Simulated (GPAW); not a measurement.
The system is Cu.

```xyz
1
Lattice="0.0000 1.8075 1.8075 1.8075 0.0000 1.8075 1.8075 1.8075 0.0000" Properties=species:S:1:pos:R:3 pbc="T T T"
Cu    0.0000    0.0000    0.0000
```

- Program: GPAW 26.7.0
- Task: single point
- Functional: PBEsol
- Potentials or basis: PAW data sets generated in the run's folder for this functional
- Cutoff: 600 eV
- Basis: pw
- k mesh: 13 × 13 × 13
- Occupations: fermi-dirac, width 0.05 eV
- Spin: no spin polarisation

On this cell: pressure -4.7 GPa; band gap on the k mesh none (metal or under the smearing width).

The same run follows on a disturbed copy (cell strained at random at fixed volume):

```
Cu
1.0
    -0.00858    1.79575    1.80169
     1.82295   -0.02405    1.81716
     1.79533    1.78360    0.00357
Cu
1
Direct
  0.00146 0.97571 0.02932
```

Q: What changes?

A: The energy (extrapolated to zero smearing) moves by +1.5 meV/atom; pressure -4.7 GPa; band gap on the k mesh none (metal or under the smearing width).

Stress tensor (GPa, compression positive):
```
-4.74  1.54 -0.76
 1.54 -4.43  0.54
-0.76  0.54 -4.85
```

Caveats: with this Cu data set, volumes or pressures lay over 1.5 % or 2 GPa off other programs in two to four cells of ten.
